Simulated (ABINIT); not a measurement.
Planning a run of ABINIT 10.8.3 on RbBr (Fm-3m). The input:

```
acell 3*1.0 Angstrom
rprim 
  0.000000000000 3.427000000000 3.427000000000
  3.427000000000 0.000000000000 3.427000000000
  3.427000000000 3.427000000000 -0.000000000000
ntypat 2
znucl 37 35
natom 2
typat 1 2
xred 
  0.000000000000 0.000000000000 0.000000000000
  0.500000000000 0.500000000000 0.500000000000
pp_dirpath "pseudos"
pseudos "Rb.upf, Br.upf"
ecut 19
ngkpt 8 8 8
nshiftk 1
shiftk 0.11 0.21 0.31
kptopt 3
chksymbreak 0
istwfk *1
occopt 1
irdwfk 1
optdriver 99
bs_calctype 1
mbpt_sciss 2.503 eV
bs_loband 6
nband 12
bs_exchange_term 1
bs_coulomb_term 21
bs_coupling 0
bs_algorithm 2
bs_freq_mesh 0 13 0.1 eV
zcut 0.15 eV
ecuteps 3
ecutwfn 12
inclvkb 2
mdf_epsinf 2.55
irdden 1
bs_haydock_niter 300
bs_haydock_tol -0.02 0
indata_prefix "in"
outdata_prefix "out"
tmpdata_prefix "tmp"
```

The database entry behind the starting cell differs from later determinations by our own check (about 0.5 % short), so it need not match the best structure at ambient conditions.

```sh
OMP_NUM_THREADS=1 mpirun -n 4 abinit run.abi > log
```

Question: How long will it take on 4 MPI ranks of Arm Neoverse V1, shared host, and how much memory?

It took 18 min; on shared hardware allow 8.8 min to 35 min. Peak host memory was 3.8 GiB.

The kernel grows as the square of the matrix size, and full diagonalisation as its cube.

[Paths, hosts, dates, memory and timing lines, banners, echoed tables and standing remarks are left out of the program output.]

[Logs are printed without paths, hosts, clocks, repeated set-up lines and the standing remarks that a program may print on its own settings, such as how far it seeks lower states.]

[Runs of the session that timed out or met a known fault of the program may be left out.]

[Hosts, paths, dates, database ids (printed as entryN), source tags and the programs' standing remarks are cut or masked in the printed files.]

[G0W0 gaps are taken among the corrected bands and points alone; a level outside them can change the order at an edge.]

[Where Ansatz stands beside ABINIT at settings called matched, ABINIT's density can come from a denser mesh and the files from another edition; pairs whose starting gaps differed by over 0.03 eV were left out, so agreement reads better than it is.]
